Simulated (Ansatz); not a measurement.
Consider InN in the wurtzite structure (space group P6_3mc, No. 186; a = 3.581 Å, c = 5.788 Å). Axes: x lies along a and z along c of the hexagonal cell.

Method: DFT with PBE, PAW potentials and a 420 eV plane-wave cutoff in Ansatz (a quantum-chemistry and plane-wave program), scalar-relativistic without spin-orbit coupling, earlier PAW set.

Strains are applied to the cell and any free atomic positions relax; under biaxial strain the out-of-plane vector relaxes too.

One change was made to it. Results:

The shortest interatomic distance goes up by 0.021 Å (2.183 Å → 2.204 Å); the pressure (mean of the normal stresses, compression positive) goes from zero to -5.1 GPa; the band gap remains zero.

### Question
Which change produced these results?
A. uniaxial strain ε_yy = +5.93 %
B. biaxial strain −1.12 %, plane normal [001], relaxed out of plane
C. uniaxial strain ε_xx = −3.11 %
D. isotropic strain −2.54 %
E. biaxial strain +3.68 %, plane normal [001], relaxed out of plane

### Answer
E, biaxial strain +3.68 %, plane normal [001], relaxed out of plane. For comparison, the pressure in the other runs: isotropic strain −2.54 % gives 11.3 GPa; uniaxial strain ε_yy = +5.93 % gives -6.3 GPa; uniaxial strain ε_xx = −3.11 % gives 4.1 GPa; biaxial strain −1.12 %, plane normal [001], relaxed out of plane gives 1.8 GPa.

The mesh was chosen for an insulator and is coarse for the gapless case. Whether these cells are dynamically stable was not tested. All final runs are without spin polarisation. Gaps under 0.05 eV, about the width of the smearing, are given as zero. A zero or small gap of InN can be the functional's error rather than a property of the material.
